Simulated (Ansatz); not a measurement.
# Ir (Fm-3m) in Ansatz: notebook

Aim: see how the results for Ir move with the level of theory and the settings. Levels: LDA, RPBE. Tasks: band structure.

Everything below comes from runs of Ansatz 0.2.0. Logs are shortened: lines on timing, memory, paths and dates and some standing lists are left out, and cuts for length are marked.

## Step 1: The crystal as given

Symmetry: Fm-3m, No. 225, cubic system. Conventional cell: a = 3.831 Å, b = 3.831 Å, c = 3.831 Å, α = 90.00°, β = 90.00°, γ = 90.00°. Ir (site symmetry m-3m) has 12 Ir at 2.71 Å as nearest neighbours.

## Step 2: Band structure, LDA

input.yaml

```yaml
crystal:
  lattice:
    - [0.0, 1.9156, 1.9156]
    - [1.9156, 0.0, 1.9156]
    - [1.9156, 1.9156, 0.0]
  atoms:
    - { symbol: Ir, position: [0.0, 0.0, 0.0] }
kpoints:
  mp_grid: { grid: [12, 12, 12] }
  band_path:
    path:
      - [0.0, 0.0, 0.0]
      - [0.5, 0.0, 0.5]
      - [0.5, 0.25, 0.75]
      - [0.375, 0.375, 0.75]
      - [0.0, 0.0, 0.0]
      - [0.5, 0.5, 0.5]
      - [0.625, 0.25, 0.625]
      - [0.5, 0.25, 0.75]
    npoints: 8
scf:
  occupations: { method: fermi_dirac, width: 0.05 }
hamiltonian:
  xc: lda
  pseudopotentials: { kind: all_electron, lapw: { basis_error: 0.001 } }
output:
  forces: true
  stress: true
  eigenvalues: true
```

Potentials or basis: all-electron LAPW, scalar-relativistic.

Command:

```
> ansatz run input.yaml --threads 1 --pin off --max-ram 3072MiB --backend cpu --events-out ev --progress --plain --runs-dir out
```

Log:

```text
Warning: RAYON_NUM_THREADS=1 ignored (pool sized by the plan → 1); use --threads N
LAPW: plane waves up to 8.638 Å⁻¹, error target 1.0e-3 eV per atom; small_component_spin mean_spin; Ir in spheres of 1.355 Å, 41 of its electrons in bands, Dirac shells [] (how accurate: hamiltonian.pseudopotentials.lapw.basis_error, Limitations)
Engine: ansatz 0.2.0, aarch64-unknown-linux-gnu
Pseudopotentials: kind: all_electron
Pseudopotential: Ir, LAPW, valence charge 41, lapw/all_electron/scalar/gaussian/Ir, Koelling and Harmon's equation, gaussian nucleus
Functional definition: SPW92
  exchange = slater_x
  correlation = pw_c
Crystal: 1 atoms, lattice volume = 14.059 Å³
Basis set: ecut = 284.2755671654811 eV, 169 PW (Γ), exchange–correlation at level 2
Bands: 25, of which v1, the nominal top of the filled ones, is band 21 counted from 1 (20 counted from 0)
Symmetry: 48 space group operations
Space group: Fm-3m (ITA 225), of the structure as read, at distance tolerance 2.4e-5 Å
k-points: 72 of 1728
Non-local potential: Ir, projectors of the file, none
Initial density: superposition of atomic densities (chi_scale 0.1, normalization cell)
Initial wavefunctions: plane waves of lowest kinetic energy (no species holds an atomic orbital)
Functional: x = slater, c = lda
iter 1 solved again at ethr=3.88e-5 eV; its pass at ethr=1.00e-1 eV (dr2=1.59e-2 eV) is discarded
SCF iter   1: F=—  HF=-484754.352494 eV  |F-HF|=—  |Δ(HF+E_count)|=         —  Δρ=1.74e-2  dr2=1.61e-2  ethr=3.88e-5  ⟨swp⟩=3.2  Hψ=11732  notcnv=0
preconditioner: auto → none  [metal: Δε(μ)=0.011 eV  Ē_g=14.248 eV  σ=0.050 eV  W_gap=0.06  n_scr=8 (ndim 8)  ℏωp=29.7 eV  f_vac=0.000  D(μ)=0.51/eV (n_scr^D=0)  sad-step TF]
SCF iter   2: F=—  HF=-484754.266969 eV  |F-HF|=—  |Δ(HF+E_count)|=   8.55e-2  Δρ=5.74e-3  dr2=2.25e-3  ethr=3.88e-5  ⟨swp⟩=2.5  Hψ=5565  notcnv=0
SCF iter   3: F=—  HF=-484754.262566 eV  |F-HF|=—  |Δ(HF+E_count)|=         —  Δρ=3.39e-3  dr2=7.38e-4  ethr=5.48e-6  ⟨swp⟩=2.0  Hψ=5224  notcnv=0
the basis was enlarged: its passes take 528.0 KiB over the memory plan, 1 of 1 planned eigensolver slots
SCF iter   4: F=—  HF=-484754.262356 eV  |F-HF|=—  |Δ(HF+E_count)|=   2.10e-4  Δρ=1.50e-3  dr2=1.44e-4  ethr=1.80e-6  ⟨swp⟩=2.0  Hψ=5224  notcnv=0
iter 5 solved again at ethr=1.60e-8 eV; its pass at ethr=3.51e-7 eV (dr2=6.57e-6 eV) is discarded
SCF iter   5: F=—  HF=-484754.262285 eV  |F-HF|=—  |Δ(HF+E_count)|=   7.13e-5  Δρ=3.16e-4  dr2=6.56e-6  ethr=1.60e-8  ⟨swp⟩=2.0  Hψ=8885  notcnv=0
SCF iter   6: F=-484754.262284 eV  HF=-484754.262284 eV  |F-HF|=2.41e-8  |Δ(HF+E_count)|=   1.29e-6  Δρ=3.12e-5  dr2=6.23e-8  ethr=1.60e-8  ⟨swp⟩=2.0  Hψ=5224  notcnv=0
SCF 1 converged in 6 iterations: F = -484754.262284 eV  dr2 = 6.23e-8
NSCF: frozen V_eff on 57 k-points
SCF converged after 6 iterations
Free energy (F): -484754.262284 eV
Harris-Foulkes:  -484754.262284 eV  (|F-HF|=2.41e-8)
Internal energy: -484754.257599 eV  (E = F + TS)
E sigma→0 (E₀):  -484754.259941 eV
Entropy (-TS):   -0.004685 eV (-4.685 meV/atom)
Fermi energy:    31.921095 eV
--- Per-component energies (eV) ---
  E_band       = -2868.861150
  E_kinetic    = 548367.802429
  E_xc         = -9201.414644
  E_electrostatic = -1023920.645383  (all electrons and nuclei)
  E_smearing   = -0.004685  (= −TS)
  E_closure    = 0.000000  (closes the sum)
  E_atoms      = -484743.529354  (free atoms, spherical and without spin; not in F)
  Σ components = -484754.262284   (vs F -484754.262284, Δ=0.00e0)
  Basis errors (estimates in eV, not in F): energy 2.3e-4 per atom: plane waves 1.9e-4 (9.8e-5 summed), levels above the bands 3.0e-160, relativity 1.3e-8, radial functions 3.8e-5, core shells 4.4e-7; eigenvalues (radial functions only) 2.7e-6; not estimated: angular momenta, meshes, grids; target (lapw.basis_error) 1.0e-3; muffin-tin radii Ir 1.355 Å
--- Forces (eV/Å), atoms counted from 1 ---
  atom   1  Ir     0.00000000     0.00000000    -0.00000000
  max |Σ_I F_I| component: 2.05e-31 eV/Å
--- Stress (GPa, compression-positive) ---
       -6.573114      -0.000000      -0.000000
       -0.000000      -6.573114      -0.000000
       -0.000000      -0.000000      -6.573114
  P = ⅓ Tr σ = -6.5731 GPa (-65.731 kbar)
--- Band table (eV; the first three rows and the last of 72) ---
  k-point 0: bands = ["-253.3018", "-253.3018", "-253.3018", "-253.2629", "-253.2629", "-61.0803", "-25.4643", "-25.4247", "-25.4247", "-25.4247", "-25.4104", "-25.4104", "-25.4104", "-17.4758", "-17.4758", "-17.4758", "20.6731", "27.9409", "27.9409", "27.9409", "30.6860", "30.6860", "45.5218", "51.0154", "51.0154"]
  k-point 1: bands = ["-253.3018", "-253.3018", "-253.3018", "-253.2629", "-253.2629", "-61.0758", "-25.4639", "-25.4253", "-25.4253", "-25.4246", "-25.4105", "-25.4101", "-25.4101", "-17.5322", "-17.4835", "-17.4835", "20.9835", "27.7795", "28.0717", "28.0717", "30.6027", "30.6027", "46.0549", "49.7482", "51.5356"]
  k-point 2: bands = ["-253.3018", "-253.3018", "-253.3018", "-253.2629", "-253.2629", "-61.0634", "-25.4628", "-25.4270", "-25.4270", "-25.4246", "-25.4106", "-25.4093", "-25.4093", "-17.6846", "-17.5046", "-17.5046", "21.8331", "27.4569", "28.3386", "28.3386", "30.5207", "30.5207", "47.1579", "47.8085", "53.0035"]
  k-point 71: bands = ["-253.3018", "-253.3018", "-253.3018", "-253.2629", "-253.2629", "-60.9899", "-25.4567", "-25.4335", "-25.4335", "-25.4313", "-25.4071", "-25.4071", "-25.4067", "-18.0109", "-18.0109", "-17.7841", "25.5663", "26.9563", "26.9563", "30.0494", "33.3924", "40.0021", "40.9564", "40.9564", "45.2976"]
```

Wall time 11 s (1 thread of Arm Neoverse V1, shared host); peak memory 0.28 GiB.

Results:

| Item | Value |
| --- | --- |
| Free energy | -484754.2623 eV |
| Pressure | -6.6 GPa |
| Band gap along the path | none (metal or under the smearing width) |

Levels at the corners of the path, in eV from the Fermi level:
| point | band 18 | band 19 | band 20 | band 21 | band 22 | band 23 |
| --- | --- | --- | --- | --- | --- | --- |
| Γ | -3.98 | -3.98 | -3.98 | -1.24 | -1.24 | 13.60 |
| X | -7.46 | 0.87 | 1.47 | 1.47 | 1.66 | 10.50 |
| W | -4.96 | -4.96 | -1.87 | 1.47 | 8.08 | 9.04 |
| K | -6.08 | -2.96 | -0.93 | 0.58 | 6.19 | 7.73 |
| Γ | -3.98 | -3.98 | -3.98 | -1.24 | -1.24 | 13.60 |
| L | -4.08 | -4.08 | -0.80 | 0.88 | 0.88 | 7.25 |
| U | -6.08 | -2.96 | -0.93 | 0.58 | 6.19 | 7.73 |
| W | -4.96 | -4.96 | -1.87 | 1.47 | 8.08 | 9.04 |

Caveat: spin-orbit coupling is left out, which moves the levels of the heavy elements.

## Step 3: Band structure, RPBE

Changes to input.yaml since step 2:

```diff
@@ -19,3 +19,3 @@
       - [0.5, 0.25, 0.75]
-    npoints: 8
+    npoints: 6
 scf:
@@ -23,3 +23,3 @@
 hamiltonian:
-  xc: lda
+  xc: rpbe
   pseudopotentials: { kind: all_electron, lapw: { basis_error: 0.001 } }
```

Potentials or basis: all-electron LAPW, scalar-relativistic.

Command:

```
> ansatz run input.yaml --threads 1 --pin off --max-ram 3072MiB --backend cpu --events-out ev --progress --plain --runs-dir out
```

Wall time 10 s (1 thread of Arm Neoverse V1, shared host); peak memory 0.28 GiB.

The run converged. Its results:

- Free energy: -485039.4195 eV
- Pressure: 15.3 GPa
- Band gap along the path: none (metal or under the smearing width)

Levels at the corners of the path, in eV from the Fermi level:
```
point  band 16  band 17  band 18  band 19  band 20  band 21  band 22  band 23  band 24  band 25
    Γ   -49.42   -11.20    -3.95    -3.95    -3.95    -1.24    -1.24    13.54    19.11    19.11
    X   -49.72    -8.03    -7.44     0.84     1.47     1.47     1.65    10.62    11.49    11.49
    W   -49.73    -6.36    -4.95    -4.95    -1.87     1.48     8.21     9.05     9.05    13.31
    K   -49.66    -7.05    -6.08    -2.95    -0.94     0.59     6.29     7.72    11.52    15.37
    Γ   -49.42   -11.20    -3.95    -3.95    -3.95    -1.24    -1.24    13.54    19.11    19.11
    L   -49.53    -8.19    -4.07    -4.07    -0.82     0.88     0.88     7.34    13.21    19.14
    U   -49.66    -7.05    -6.08    -2.95    -0.94     0.59     6.29     7.72    11.52    15.37
    W   -49.73    -6.36    -4.95    -4.95    -1.87     1.48     8.21     9.05     9.05    13.31
```

Caveat: so large a pressure means that the cell lies far from this level's equilibrium, or that cutoff or potentials fall short; spin-orbit coupling is left out, which moves the levels of the heavy elements.
